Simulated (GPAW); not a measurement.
Crystal: WC (Qusongite).

```
W C
1.0
     2.90650    0.00000    0.00000
    -1.45325    2.51710    0.00000
     0.00000    0.00000    2.83660
W C
1 1
Direct
  0.00000 0.00000 0.00000
  0.66667 0.33333 0.50000
```

Base run:

```yaml
Program: GPAW 26.7.0
Functional: r2SCAN
Potentials_or_basis: GPAW PAW data sets (gpaw-data 1.2.1)
Cutoff: 800 eV
Basis: pw
k_mesh: 9 × 9 × 8
Occupations: fermi-dirac, width 0.05 eV
Spin: no spin polarisation
Hubbard_terms: W d U = 1 eV
```

Its results: band gap on the k mesh none (metal or under the smearing width); pressure 2.1 GPa.

Task: After a change of settings the same cell gave: band gap on the k mesh none (metal or under the smearing width); pressure 11.2 GPa. Which change was it?
A. hubbard terms from W d U = 1 eV to none
B. hubbard terms from W d U = 1 eV to W d U = 8 eV
C. hubbard terms from W d U = 1 eV to W d U = 3 eV

Result: B.

Caveats: the PAW data sets were made with another functional, which shifts forces and pressure a little; U without spin polarisation on a metal has little footing; the U is typed as a test and isn't derived for this compound.

Runs at the PBE level aren't shown here.
